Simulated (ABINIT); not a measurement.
A run of ABINIT 10.8.3 (patched build) is set up as follows.

Contents of run.abi:

```
# Pseudopotentials
pp_dirpath "./"
pseudos "Mg.GGA_PBE-JTH.xml, O.GGA_PBE-JTH.xml"

# Structure
acell 5.6041865537 5.6041865537 5.6041865537
rprim
     0.0000000000     0.7071067812     0.7071067812
     0.7071067812     0.0000000000     0.7071067812
     0.7071067812     0.7071067812     0.0000000000
ntypat 2
znucl 12 8
natom 2
typat 1 2
xred
     0.0000000000     0.0000000000     0.0000000000
     0.5000000000     0.5000000000     0.5000000000
chkprim 0
chksymtnons 0
tolsym 1.0e-6

# Plane-wave basis
ecut 23.0
pawecutdg 45.0
pawxcdev 0

# k points
kptopt 1
ngkpt 11 11 11
nshiftk 1
shiftk 0.0 0.0 0.0

# Exchange and correlation
ixc 11

# Bands and occupations
nband 12
occopt 3
tsmear 0.00183747

# SCF cycle
nstep 100
tolvrs 1.0e-9

# Output
iomode 3
prtwf 0
prtden 0
prteig 0
prtebands 0
enunit 1

# Relaxation
ionmov 2
ntime 60
tolmxf 0.0002
optcell 2
dilatmx 1.08
ecutsm 0.5
strtarget 3*-6.797862e-04 3*0.0
```

Potentials or basis: JTH PAW PBE v2.0.

Launch:

```console
$ abinit run.abi > log 2>&1
```

Predict the relaxed cell.

a = 2.904 Å, b = 2.904 Å, c = 2.904 Å, α = 60.00°, β = 60.00°, γ = 60.00°.

Estimate the space group after relaxing (to 0.05 Å).

Fm-3m (No. 225).

The path:
```tsv
step	energy change (eV)	largest force (eV/Å)	pressure (GPa)	volume (Å³)
1	0.0000	0.0000	7.27	18.44
2	0.0483	0.0000	14.77	17.73
3	0.0977	0.0000	20.36	17.28
4	0.0942	0.0000	19.99	17.31
```
